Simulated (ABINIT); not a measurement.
A run of ABINIT 10.8.3 (patched build) is set up as follows.

File run.abi:

```
ndtset 7
getwfk -1
scalecart1 3*0.9795861087
scalecart2 3*0.9864848297
scalecart3 3*0.9932883884
scalecart4 3*1.0000000000
scalecart5 3*1.0066227096
scalecart6 3*1.0131594038
scalecart7 3*1.0196128224

pp_dirpath "./"
pseudos "C.LDA_PW-JTH.xml"

acell 3*1.0 Angstrom
rprim
     0.0000000000     1.7833700000     1.7833700000
     1.7833700000     0.0000000000     1.7833700000
     1.7833700000     1.7833700000     0.0000000000
ntypat 1
znucl 6
natom 2
typat 1 1
xred
     0.7500000000     0.7500000000     0.7500000000
     0.5000000000     0.5000000000     0.5000000000

ecut 544.227725 eV
pawecutdg 40.0

kptopt 1
ngkpt 13 13 13
nshiftk 1
shiftk 0.0 0.0 0.0

ixc 1

nband 8
occopt 3
tsmear 0.05 eV

nstep 100
tolvrs 1.0e-9

iomode 3
prtwf 1
prtden 0
prteig 0
prtebands 0
enunit 1
```

Potentials or basis: JTH PAW LDA v2.0.

Run with:

```sh
$ abinit run.abi > log 2>&1
```

(1) Predict the bulk modulus.

(2) What does it give for the pressure derivative of the bulk modulus?

(3) Predict the equilibrium volume.

## Answers

(1) 468 GPa.

(2) 3.7.

(3) 5.50 Å³/atom.

Caveat: pressures at fixed basis lie under the slope of the energies; the atomic spheres overlap.

**Experimental background.**

“Equation of state of cubic boron nitride at high pressures and temperatures”, 2007, arxiv:cond-mat/0702656 quotes, for a bulk crystal of C: bulk modulus 442 ± 5 GPa.

A measured bulk modulus of C is 442 GPa (quoted in “Equation of state of cubic boron nitride at high pressures and temperatures”, 2007, arxiv:cond-mat/0702656); the calculated 468 GPa misses it by +5.9 %. 3 values of this kind are on record (442 to 444.8 GPa); this one was drawn at random among those near their median, those with a stated uncertainty first. The fit is for a static lattice scaled at fixed shape and fixed fractional positions. The cell as given is a measured one (5.67 Å³/atom); LDA-Teter puts the equilibrium volume -3.0 % from it, thermal expansion not counted.
